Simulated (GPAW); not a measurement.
Runs of GPAW 26.7.0 on AlN. Symmetry: P6_3mc, No. 186, hexagonal system. The conventional cell has a = 3.113 Å, b = 3.113 Å, c = 4.981 Å, α = 90.00°, β = 90.00°, γ = 120.00°. Al (site symmetry 3m) is surrounded by 4 N at 1.89 Å. N (site symmetry 3m) is surrounded by 4 Al at 1.89 Å. 

```tsv
task	level	potentials or basis	cell	k mesh	cutoff (eV)	supercell	supercell k mesh	displacement	relaxed first	ecut relax	grid spacing	gap on the mesh (eV)	pressure (GPa)	relaxed volume (Å³/atom)	largest force (eV/Å)
gruneisen	LDA	the program's PAW data sets (release 1.2.1) made for this functional, pw	relaxed	7 × 7 × 4	680	1 × 1 × 1	7 × 7 × 4	0.03	cell	800	-	4.42	0.0	-	-
band structure	PBE	GPAW PAW data sets (gpaw-data 1.2.1), fd	as given	7 × 7 × 4	-	-	-	-	-	-	0.2 Å	4.25	-	-	-
relaxation of cell and atoms	revPBE	the program's PAW data sets (release 1.2.1) made for this functional, pw	relaxed	7 × 7 × 5	800	-	-	-	-	-	-	(a)	-0.1	10.84	0.01
relaxation of cell and atoms	RPBE	the program's PAW data sets (release 1.2.1) made for this functional, pw	relaxed	7 × 7 × 4	800	-	-	-	-	-	-	3.88	0.1	10.88	-
relaxation of cell and atoms	revTPSS	GPAW PAW data sets (gpaw-data 1.2.1), pw	relaxed	7 × 7 × 4	800	-	-	-	-	-	-	3.97	0.0	10.61	0.01
band structure	PBE	GPAW PAW data sets (gpaw-data 1.2.1), pw	as given	7 × 7 × 4	800	-	-	-	-	-	-	4.23	4.6	-	0.13
relaxation of cell and atoms	PBE+D4	GPAW PAW data sets (gpaw-data 1.2.1), pw	relaxed	7 × 7 × 4	800	-	-	-	-	-	-	(b)	-0.1	10.45	-
relaxation of cell and atoms	BP86+D4	PAW data sets generated in the run's folder for this functional, pw	relaxed	7 × 7 × 4	800	-	-	-	-	-	-	4.42	0.0	10.30	0.01
```

Alike in all rows: no spin polarisation; smearing fermi-dirac 0.05 eV.

Q: Estimate the missing entries.

A: (a) 3.90; (b) 4.21.

Caveats: an odd mesh through Γ misses points on the zone boundary, where band edges often lie (some runs); later steps reuse the first step's grids (some runs); the cutoff is short for stress and forces, so pressures can be off by a GPa or more (some runs); the density grid can change from cell to cell, which puts small steps into energies and stress (some runs); the LO-TO splitting is left out (some runs); the real-space grid adds noise to forces (some runs); the forces don't sum to zero, a sign of grid noise (some runs).

Not every run made on this cell is shown here.
